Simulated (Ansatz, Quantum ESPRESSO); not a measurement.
## Ag: the pressure in 2 programs

The cell as given:

```yaml
crystal:
  lattice:
    - [-1.65565, 1.65565, 1.65565]
    - [1.65565, -1.65565, 1.65565]
    - [1.65565, 1.65565, -1.65565]
  atoms:
    - { symbol: Ag, position: [0.00000, 0.00000, 0.00000] }
```

This isn't the form of Ag at room conditions, which is fcc.

Kept alike: task relaxation of cell and atoms; functional PBEsol; k mesh 11 × 11 × 11; occupations fermi-dirac, width 0.05 eV; no spin polarisation. The mesh is that of the run's cell of 1 atom. No spin-orbit coupling.

- A: Ansatz, all-electron LAPW, scalar-relativistic
- B: Quantum ESPRESSO, GBRV 1.5 PBEsol, cutoff 871 eV

| pressure (GPa) | A: volume (Å³/atom) | B: volume (Å³/atom) |
| --- | --- | --- |
| 0 | 16.786 | 16.551 |
| 5 | 16.146 | 15.977 |
| 10 | 15.636 | 15.509 |

Values hold for each row's relaxed cell, which stops near the pressure aimed at. The runs follow the start's structure, whether or not it is the stable one at these pressures.

Task: How large is the effect of the pressure, and do the programs agree on it?

Result: From 0 to 10 GPa the volume moves by -1.150 in A, -1.042 in B (Å³/atom). Row by row the programs differ by 0.127 to 0.235, and over this span the shifts, as printed, agree within about 9 %.
